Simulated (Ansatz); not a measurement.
O started on a Si site in diamond Si, 64 atoms, charge 0

All numbers come from Ansatz (PAW, plane waves, no spin–orbit coupling) at the single k point (¼, ¼, ¼) without its symmetry partners. The atoms were relaxed with PBEsol in a fixed cell; other functionals are single points on those atoms unless said otherwise. The valence top and gap of the host come from its small cell on a dense mesh, with the band extrema sought between the mesh points, lined up by the mean potential, PBEsol gap 0.46 eV, r²SCAN gap 0.76 eV.

Relaxed structure:

```cif
data_structure
_symmetry_space_group_name_H-M 'P 1'
_symmetry_Int_Tables_number 1
_cell_length_a 10.8656
_cell_length_b 10.8656
_cell_length_c 10.8656
_cell_angle_alpha 90.000
_cell_angle_beta 90.000
_cell_angle_gamma 90.000
_cell_volume 1282.80
loop_
_atom_site_label
_atom_site_type_symbol
_atom_site_fract_x
_atom_site_fract_y
_atom_site_fract_z
_atom_site_occupancy
Si1 Si 0.00009 0.99971 0.99959 1
Si2 Si 0.99988 0.99858 0.49952 1
Si3 Si 0.99916 0.50026 0.99862 1
Si4 Si 0.00014 0.49945 0.49943 1
Si5 Si 0.50000 0.99856 0.99926 1
Si6 Si 0.50013 0.99979 0.49961 1
Si7 Si 0.49991 0.49945 0.99969 1
Si8 Si 0.12514 0.12497 0.12464 1
Si9 Si 0.12267 0.12567 0.62543 1
Si10 Si 0.13047 0.62244 0.12997 1
Si11 Si 0.12748 0.62257 0.62485 1
Si12 Si 0.62592 0.12558 0.12212 1
Si13 Si 0.62763 0.12032 0.62711 1
Si14 Si 0.62533 0.62260 0.12702 1
Si15 Si 0.60597 0.63444 0.60545 1
Si16 Si 0.25073 0.25210 0.00185 1
Si17 Si 0.25021 0.24721 0.49894 1
Si18 Si 0.24957 0.74713 0.99927 1
Si19 Si 0.24966 0.75309 0.50297 1
Si20 Si 0.74967 0.25228 0.99764 1
Si21 Si 0.74957 0.24598 0.50029 1
Si22 Si 0.75032 0.74610 0.99984 1
Si23 Si 0.75055 0.75265 0.49723 1
Si24 Si 0.37613 0.37662 0.12830 1
Si25 Si 0.38659 0.36734 0.61387 1
Si26 Si 0.37419 0.87321 0.12367 1
Si27 Si 0.37269 0.87982 0.62779 1
Si28 Si 0.87262 0.37470 0.12768 1
Si29 Si 0.87204 0.37572 0.62284 1
Si30 Si 0.87593 0.87287 0.12336 1
Si31 Si 0.87692 0.87282 0.62555 1
Si32 Si 0.24884 0.99751 0.24828 1
Si33 Si 0.24680 0.00243 0.75243 1
Si34 Si 0.26414 0.50484 0.26365 1
Si35 Si 0.25986 0.49592 0.74094 1
Si36 Si 0.75289 0.00237 0.24634 1
Si37 Si 0.75230 0.99645 0.75173 1
Si38 Si 0.74153 0.49590 0.25930 1
Si39 Si 0.73403 0.50083 0.73355 1
Si40 Si 0.37375 0.12168 0.37325 1
Si41 Si 0.37386 0.12518 0.87691 1
Si42 Si 0.39452 0.63669 0.39409 1
Si43 Si 0.37534 0.62362 0.87322 1
Si44 Si 0.87747 0.12512 0.37334 1
Si45 Si 0.87548 0.12549 0.87501 1
Si46 Si 0.87370 0.62364 0.37487 1
Si47 Si 0.86823 0.62117 0.86771 1
Si48 Si 0.00236 0.25210 0.25024 1
Si49 Si 0.99813 0.25227 0.74920 1
Si50 Si 0.99978 0.74715 0.24908 1
Si51 Si 0.00036 0.74610 0.74982 1
Si52 Si 0.49946 0.24716 0.24967 1
Si53 Si 0.50082 0.24602 0.74901 1
Si54 Si 0.50336 0.75308 0.24917 1
Si55 Si 0.49762 0.75261 0.74998 1
Si56 Si 0.12878 0.37664 0.37565 1
Si57 Si 0.12824 0.37472 0.87205 1
Si58 Si 0.12426 0.87321 0.37367 1
Si59 Si 0.12386 0.87287 0.87544 1
Si60 Si 0.61446 0.36726 0.38600 1
Si61 Si 0.62331 0.37573 0.87156 1
Si62 Si 0.62827 0.87972 0.37222 1
Si63 Si 0.62606 0.87279 0.87630 1
O1 O 0.49935 0.58807 0.49988 1
```

Chemical potentials μ are those of reference phases of the elements at zero temperature by the same functional (the usual solids, diamond for C, grey Sn, and the molecules H2, N2, O2, F2, Cl2, Br2 and S8).

```csv
functional,E(defect) − E(host) − Σ nμ + q·E_VBM (eV),monopole (eV),alignment (eV),formation energy at E_F = VBM (eV),moment (μB),"wall time, shared host"
PBEsol,-0.75,0.00,0.00,-0.75,0 (no spin),2.4 min on 7 threads of Neoverse-V2 (relaxation)
r²SCAN,-0.57,0.00,0.00,-0.57,0 (no spin),50 s on 7 threads of Neoverse-V2
```

r²SCAN one-electron levels near the gap (the ten most localised at most), from the host's valence top:

| level (eV) | spin | filling | atoms sharing it | element of the atom with most weight |
| --- | --- | --- | --- | --- |
| 0.67 | both | 0.00 | 10.4 | Si |

One k point and a cell of this size can leave errors of several tenths of an eV in such numbers.

The oxygen does not stay on the silicon site: it moves off-centre and bridges two of the four silicon atoms around the vacancy, the arrangement known as the A-centre. Oxygen is too small to span four bonds of silicon length and favours two strong, polar Si–O bonds. The other two silicon atoms are left to pair across the vacancy, drawing together into a long, weak bond.

The empty level at 0.67 eV, mainly on silicon, probably belongs to the antibonding combination of this pair. That would fit the known acceptor character of the A-centre, but the level lies too close to the conduction edge for a firm assignment as a gap state.

Both functionals give a negative formation energy, because forming Si–O bonds from molecular oxygen releases more energy than opening the vacancy costs. This does not imply spontaneous incorporation at equilibrium, since silica, which binds oxygen far more strongly than the molecule does, sets the realistic upper limit on the oxygen chemical potential.
